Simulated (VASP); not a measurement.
# Pb7F16 (a cell with a defect) in VASP: single point with PBE

Aim: the single point of Pb7F16 (a cell with a defect) with PBE.

All numbers are computed with VASP 6.6.1; they aren't measurements. Logs are shortened: lines on timing, memory, paths and dates and some standing lists are left out, and cuts for length are marked.

### Step 1. The cell of the first run

The cell holds a defect, 23 atoms: a = 8.570 Å, b = 9.980 Å, c = 7.513 Å, α = 56.57°, β = 76.40°, γ = 47.03°.

### Step 2. Single point, PBE (Pb vacancy, charge -2, ions relaxed)

File INCAR:

```
SYSTEM = Pb7F16
ALGO = Fast ; EDIFF = 1E-6
ENCUT = 520 ; GGA = PE
ISIF = 2 ; ISMEAR = -1
LASPH = .True. ; LCHARG = .True.
LELF = .True. ; LREAL = Auto
LVHAR = .True. ; LWAVE = .False.
NBANDS = 122 ; NELECT = 212.0
NELM = 60 ; PREC = Accurate
SIGMA = 0.01
```

File KPOINTS:

```
k-points
0
Gamma
  3 3 3
  0 0 0
```

File POSCAR:

```
Pb7F16
1.0
    0.0000000000      3.8909800000      7.6357400000
    6.4268900000      0.0000000000      7.6357400000
    6.4268900000      3.8909800000      0.0000000000
Pb F
7 16
Direct
    0.5547252284      0.5527553649      0.1952747716
    0.4458534487      0.4501754816      0.8023809461
    0.9476190539      0.9484098764      0.3041465513
    0.0463262740      0.5637308256      0.1957862862
    0.5542137138      0.0558433858      0.7036737260
    0.4289360365      0.9569873097      0.3210639635
    0.9436356399      0.4244114814      0.8063643601
    0.3376483365      0.7351824745      0.4123516635
    0.8415826505      0.2190371958      0.9084173495
    0.1779651376      0.7469274786      0.1169413314
    0.6330586686      0.2918339476      0.5720348624
    0.2292849202      0.3370585190      0.0284593455
    0.7215406545      0.8448027848      0.5207150798
    0.2635895583      0.1754499167      0.4864104417
    0.7743801008      0.6599279126      0.9756198992
    0.5362192619      0.3085199328      0.2137807381
    0.0406840981      0.7860090921      0.7093159019
    0.9637491700      0.2089040585      0.2302807486
    0.5197192514      0.6529339772      0.7862508300
    0.7879805247      0.5656936033      0.4240064417
    0.3259935583      0.0276805697      0.9620194753
    0.6860586234      0.9710659998      0.0639413766
    0.1907360899      0.4621588114      0.5592639101
```

Potentials or basis: VASP PAW PBE potentials, release 64 (Pb_d, F).

Command:

```
> cat potpaw_PBE.64/Pb_d/POTCAR potpaw_PBE.64/F/POTCAR > POTCAR
> mpirun -np 1 vasp_std > vasp.out
```

OUTCAR:

```text
SYSTEM = Pb7F16
   EDIFF = 1E-6
   ENCUT = 520
   GGA = PE
   ISIF = 2
   ISMEAR = -1
   LASPH = .True.
   LREAL = Auto
   NELECT = 212.0
   NELM = 60
   PREC = Accurate

 ion  position               nearest neighbor table
   1  0.555  0.553  0.195-  10 2.37  11 2.37  16 2.48   8 2.58  15 2.60  19 2.68  18 2.68   7 3.87
                             6 4.02   3 4.07   2 4.07   2 4.11   3 4.11
   2  0.446  0.450  0.802-  19 2.44   8 2.46   9 2.46  11 2.51  17 2.54  12 2.62  16 2.64  22 3.02
                             5 3.85   3 3.88   3 3.90   4 3.92   1 4.07   7 4.10   1 4.11
   3  0.948  0.948  0.304-  18 2.44   8 2.46   9 2.46  10 2.51  17 2.54  13 2.62  16 2.64  22 3.02
                             4 3.85   2 3.88   2 3.90   5 3.92   1 4.07   7 4.10   1 4.11
   4  0.046  0.564  0.196-  14 2.45  20 2.46  15 2.47  10 2.50  12 2.55  23 2.62  22 2.63   5 3.83
                             3 3.85   2 3.92   5 3.95   6 4.05   7 4.06
   5  0.554  0.056  0.704-  14 2.45  21 2.46  15 2.47  11 2.50  13 2.55  23 2.62  22 2.63   4 3.83
                             2 3.85   3 3.92   4 3.95   6 4.05   7 4.06
   6  0.429  0.957  0.321-  12 2.43  13 2.43  14 2.50   8 2.53  20 2.59  21 2.59  22 2.59  19 2.90
                            18 2.90   7 3.91   7 3.91   1 4.02   4 4.05   5 4.05
   7  0.944  0.424  0.806-   9 2.44  23 2.56  21 2.61  20 2.61  12 2.64  13 2.64  19 2.65  18 2.65
                            15 2.65   1 3.87   6 3.91   6 3.91   5 4.06   4 4.06   3 4.10   2 4.10
   8  0.338  0.735  0.412-   2 2.46   3 2.46   6 2.53   1 2.58
   9  0.842  0.219  0.908-   7 2.44   3 2.46   2 2.46
  10  0.178  0.747  0.117-   1 2.37   4 2.50   3 2.51
  11  0.633  0.292  0.572-   1 2.37   5 2.50   2 2.51
  12  0.229  0.337  0.028-   6 2.43   4 2.55   2 2.62   7 2.64
  13  0.722  0.845  0.521-   6 2.43   5 2.55   3 2.62   7 2.64
  14  0.264  0.175  0.486-   4 2.45   5 2.45   6 2.50
  15  0.774  0.660  0.976-   4 2.47   5 2.47   1 2.60   7 2.65
  16  0.536  0.309  0.214-   1 2.48   2 2.64   3 2.64
  17  0.041  0.786  0.709-   2 2.54   3 2.54
  18  0.964  0.209  0.230-   3 2.44   7 2.65   1 2.68   6 2.90
  19  0.520  0.653  0.786-   2 2.44   7 2.65   1 2.68   6 2.90
  20  0.788  0.566  0.424-   4 2.46   6 2.59   7 2.61
  21  0.326  0.028  0.962-   5 2.46   6 2.59   7 2.61
  22  0.686  0.971  0.064-   6 2.59   5 2.63   4 2.63   3 3.02   2 3.02
  23  0.191  0.462  0.559-   7 2.56   5 2.62   4 2.62

  LATTYP: Found a face centered orthorhombic cell.
 ALAT       =     7.7819600000
 B/A-ratio  =     1.6517406926
 C/A-ratio  =     1.9624207783

  Lattice vectors:

 A1 = (   6.4268900000,   0.0000000000,  -7.6357400000)
 A2 = (   0.0000000000,   3.8909800000,  -7.6357400000)
 A3 = (   6.4268900000,   3.8909800000,   0.0000000000)

Analysis of symmetry for initial positions (statically):
=====================================================================
 Subroutine PRICEL returns:
 Original cell was already a primitive cell.

 Routine SETGRP: Setting up the symmetry group for a
 face centered orthorhombic supercell.

 Subroutine GETGRP returns: Found  2 space group operations
 (whereof  1 operations were pure point group operations)
 out of a pool of  8 trial point group operations.

The static configuration has the point symmetry C_1 .
 The point group associated with its full space group is C_1h.

Analysis of symmetry for dynamics (positions and initial velocities):
=====================================================================
 Subroutine PRICEL returns:
 Original cell was already a primitive cell.

 Routine SETGRP: Setting up the symmetry group for a
 face centered orthorhombic supercell.

 Subroutine GETGRP returns: Found  2 space group operations
 (whereof  1 operations were pure point group operations)
 out of a pool of  8 trial point group operations.

The dynamic configuration has the point symmetry C_1 .
 The point group associated with its full space group is C_1h.

 Subroutine INISYM returns: Found  2 space group operations
 (whereof  1 operations are pure point group operations),
 and found     1 'primitive' translations

----------------------------------------------------------------------------------------

                                     Primitive cell

  volume of cell :     381.8924

  direct lattice vectors                    reciprocal lattice vectors
     0.000000000  3.890980000  7.635740000    -0.077798126  0.128502331  0.065481538
[... 63 lines left out ...]
 generate k-points for:    3    3    3

 Generating k-lattice:

  Cartesian coordinates                     Fractional coordinates (reciprocal lattice)
    -0.025932709  0.042834110  0.021827179     0.333333333  0.000000000  0.000000000
     0.025932709 -0.042834110  0.021827179     0.000000000  0.333333333  0.000000000
     0.025932709  0.042834110 -0.021827179     0.000000000  0.000000000  0.333333333

  Length of vectors
     0.054623183  0.054623183  0.054623183

  Shift w.r.t. Gamma in fractional coordinates (k-lattice)
     0.000000000  0.000000000  0.000000000

 Subroutine IBZKPT returns following result:
 ===========================================

 Found     10 irreducible k-points:

 Following reciprocal coordinates:
            Coordinates               Weight
  0.000000  0.000000  0.000000      1.000000
  0.333333  0.000000 -0.000000      4.000000
 -0.333333 -0.333333 -0.333333      4.000000
  0.333333  0.333333  0.000000      2.000000
 -0.333333  0.333333  0.000000      4.000000
  0.333333  0.000000  0.333333      2.000000
 -0.333333  0.000000  0.333333      2.000000
  0.333333 -0.333333  0.333333      2.000000
  0.000000  0.333333  0.333333      2.000000
 -0.333333  0.333333  0.333333      4.000000
   k-points           NKPTS =     10   k-points in BZ     NKDIM =     10   number of bands    NBANDS=    122
   number of dos      NEDOS =    301   number of ions     NIONS =     23
   total plane-waves  NPLWV = 286720
   dimension x,y,z NGX =    64 NGY =   80 NGZ =   56
   dimension x,y,z NGXF=   128 NGYF=  160 NGZF=  112
   ions per type =               7  16
   NGX,Y,Z   is equivalent  to a cutoff of  12.42, 13.33, 12.39 a.u.
   NGXF,Y,Z  is equivalent  to a cutoff of  24.83, 26.65, 24.78 a.u.
 SYSTEM =  Pb7F16
   PREC   = accura    normal or accurate (medium, high low for compatibility)
   ISTART =      0    job   : 0-new  1-cont  2-samecut
   ICHARG =      2    charge: 1-file 2-atom 10-const
   ISPIN  =      1    spin polarized calculation?
   LNONCOLLINEAR =      F non collinear calculations
   LSORBIT =      F    spin-orbit coupling
   LASPH  =      T    aspherical Exc in radial PAW
   ENCUT  =  520.0 eV  38.22 Ry    6.18 a.u.  15.93 18.56 13.97*2*pi/ulx,y,z
   NELM   =     60;   NELMIN=  2; NELMDL= -5     # of ELM steps
   EDIFF  = 0.1E-05   stopping-criterion for ELM
   LREAL  =      T    real-space projection
   EDIFFG = 0.1E-04   stopping-criterion for IOM
   NSW    =      0    number of steps for IOM
   IBRION =     -1    ionic relax: 0-MD 1-quasi-New 2-CG
   NFREE  =      0    steps in history (QN), initial steepest desc. (CG)
   ISIF   =      2    stress and relaxation
   ISYM   =      2    0-nonsym 1-usesym 2-fastsym
   POTIM  = 0.5000    time-step for ionic-motion
   TEBEG  =    0.0;   TEEND  =   0.0 temperature during run
   PSTRESS=    0.0 pullay stress
   NELECT =     212.0000    total number of electrons
   NUPDOWN=      -1.0000    fix difference up-down
   EMIN   =  10.00;   EMAX   =-10.00  energy-range for DOS
   EFERMI =   0.00;   METHOD = LEGACY
   ISMEAR =    -1;   SIGMA  =   0.01  broadening in eV -4-tet -1-fermi 0-gaus
   EFERMI_NEDOS =   21; number of points for ismear=-14 and -15
   IALGO  =     68    algorithm
   IMIX   =      4    mixing-type and parameters
     AMIX     =   0.40;   BMIX     =  1.00
     AMIX_MAG =   1.60;   BMIX_MAG =  1.00
  volume/ion in A,a.u.               =      16.60       112.05
  Fermi-wavevector in a.u.,A,eV,Ry     =   1.345467  2.542564 24.630382  1.810282
  Thomas-Fermi vector in A             =   2.473378
   LORBIT       =      0    0 simple, 1 ext, 2 COOP (PROOUT), +10 PAW based schemes
   GGA     = PE    functional components
   LHFCALC =     F    Hartree Fock is set to
   AEXX    =    0.0000 exact exchange contribution
   IVDW    =     0    specifies the selected vdW correction
   LEPSILON=     F    determine dielectric tensor
   LRPA    =     F    only Hartree local field effects (RPA)
 non-spin polarized calculation
 RMM-DIIS sequential band-by-band and
  energy-cutoff  :      520.00
  volume of cell :      381.89
 maximum number of plane-waves:     10310
   NGX = 31   NGY = 37   NGZ = 27

 number of electron     212.0000009 magnetization

 Free energy of the ion-electron system (eV)
  ---------------------------------------------------
  ext. energy  EPLUGINS =         0.00000000
  ---------------------------------------------------
  free energy    TOTEN  =      -101.13070097 eV

  energy without entropy =     -101.13070097  energy(sigma->0) =     -101.13070097

 E-fermi :   2.0147     XC(G=0):  -9.6262

 val. band max:        1.7926009416   @ k =   0.3333   0.0000   0.3333
 cond. band min:       6.2644108498   @ k =   0.0000   0.0000   0.0000
 fundamental gap:      4.4718099082
 Fermi energy:         2.0146741546

 k-point     1 :       0.0000    0.0000    0.0000
  band No.  band energies     occupation
      1     -19.7649      2.00000
      2     -19.5217      2.00000
      3     -19.3114      2.00000
      4     -19.3060      2.00000
      5     -19.1961      2.00000
      6     -19.1222      2.00000
[... 1199 lines left out ...]
    117       8.5768      0.00000
    118       8.8227      0.00000
 [bands above 118 left out]

------------------------ aborting loop because EDIFF is reached ----------------------------------------

  FORCE on cell =-STRESS in cart. coord.  units (eV):
  Direction    XX          YY          ZZ          XY          YZ          ZX
  --------------------------------------------------------------------------------------
  -------------------------------------------------------------------------------------
  Total       21.3817363     21.2577717     22.5700766      0.0000000      0.0000000      1.5708866
  in kB       89.7041547     89.1840784     94.6896743      0.0000000      0.0000000      6.5904401
  external PRESSURE =      91.1926358 kB  Pullay stress =       0.0000000 kB

 VOLUME and BASIS-vectors are now :
 -----------------------------------------------------------------------------
  energy-cutoff  :      520.00
  volume of cell :      381.89
      direct lattice vectors                 reciprocal lattice vectors
     0.000000000  3.890980000  7.635740000    -0.077798126  0.128502331  0.065481538
     6.426890000  0.000000000  7.635740000     0.077798126 -0.128502331  0.065481538
     6.426890000  3.890980000  0.000000000     0.077798126  0.128502331 -0.065481538

 POSITION                                       TOTAL-FORCE (eV/Angst)
 -----------------------------------------------------------------------------------
      4.80751      2.91824      8.45643        -0.004219      0.000000      0.022000
      8.05004      4.85686      6.84184         0.005046      0.004546     -0.015728
      8.05004      4.87059     14.47758         0.005046     -0.004546     -0.015728
      4.88133      0.94206      4.65824        -0.011809      0.002070      0.006860
      4.88133      4.89441      4.65824        -0.011809     -0.002070      0.006860
      8.21389      2.91824     10.58255        -0.004967      0.000000     -0.031093
[... 15 lines left out ...]
      6.65188      2.91823     12.65337         0.021167      0.000000      0.011465
      6.56457      2.91824      4.98534         0.009220      0.000000      0.007822
 -----------------------------------------------------------------------------------
    total drift:                                0.003704      0.000107     -0.004131

  FREE ENERGIE OF THE ION-ELECTRON SYSTEM (eV)
  ---------------------------------------------------
  free  energy   TOTEN  =      -101.1307009686 eV

  energy  without entropy=     -101.1307009685  energy(sigma->0) =     -101.13070097
```

Wall time 18 min (1 thread of Intel Xeon Platinum 8488C (Sapphire Rapids), shared host); peak memory 0.72 GiB.

Results:

```yaml
Free_energy: -101.1307 eV
Largest_force: 0.039 eV/Å
Band_gap_on_the_k_mesh: 4.47 eV, indirect (least direct gap 4.58 eV)
```

Forces on the atoms (eV/Å):
```
Pb  -0.004  0.000  0.022
Pb   0.005  0.005 -0.016
Pb   0.005 -0.005 -0.016
Pb  -0.012  0.002  0.007
Pb  -0.012 -0.002  0.007
Pb  -0.005  0.000 -0.031
Pb  -0.015  0.000  0.017
F   -0.007  0.000 -0.001
F   -0.003  0.000 -0.020
F   -0.001 -0.017 -0.010
F   -0.001  0.017 -0.010
F    0.002 -0.028  0.028
F    0.002  0.028  0.028
F   -0.002  0.000 -0.001
F    0.003  0.000  0.009
F    0.005  0.000 -0.014
F    0.006  0.000 -0.013
F    0.007  0.009  0.005
F    0.007 -0.009  0.005
F   -0.006 -0.003 -0.008
F   -0.006  0.003 -0.008
F    0.021  0.000  0.011
F    0.009  0.000  0.008
```

Caveat: the cell carries a net charge on a neutralising background, which shifts energy and pressure; the cell is charged against a uniform background, so pressure and absolute levels hang on convention; spin-orbit coupling is left out, which as a rule narrows the gap of such compounds by several tenths of an eV.
